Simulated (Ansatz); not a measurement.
**Rigid cleavage in Co**

Theory: DFT PBEsol, scalar-relativistic, plane waves, PAW in Ansatz 0.2.0. Settings: plane waves to 420 eV, k-mesh 22×22×3 (Γ-centred), Gaussian smearing 0.15 eV. Collinear spins, started from moments 1.8, 1.8, 1.8, 1.8, 1.8, 1.8, 1.8, 1.8 μB in atom order; the magnetic state may not be the lowest. Energies are free energies at this smearing, counted from the undisturbed cell; pressure is positive in compression.

Reference structure (relaxed at this level; with this scan's settings it stands at 0.2 GPa):

```
CELL_PARAMETERS angstrom
-2.45521 0.00000 0.00000
-1.22761 -2.12628 0.00000
0.00000 0.00000 15.92968
ATOMIC_POSITIONS crystal
Co 0.00000 0.00000 0.43750
Co 0.00000 0.00000 0.93750
Co 0.33333 0.33333 0.06250
Co 0.33333 0.33333 0.56250
Co 0.00000 0.00000 0.18750
Co 0.00000 0.00000 0.68750
Co 0.66667 0.66667 0.31250
Co 0.66667 0.66667 0.81250
```

The cut lies on the cell's a–b face, a (0 0 1) plane (indices in the standard cell, whose axes needn't be the Cartesian ones shown) of area 5.22 Å², between layers 1.99 Å apart. Vector c is lengthened by d along the normal with the atoms' Cartesian places fixed: one unrelaxed cut a cell. The cell is metallic on the mesh throughout.

Question: Over the sampled range (0.00 to 3.00), is the undisturbed cell the lowest point?

Answer: Yes, every other sampled point lies higher.

The scan:

```tsv
d (Å)	energy (J/m²)
0.00	0.00
0.50	1.28
1.00	2.95
3.00	5.03
```

Cost: 4 runs of about 39 core-minutes in all, on Arm Neoverse V1 (shared hosts).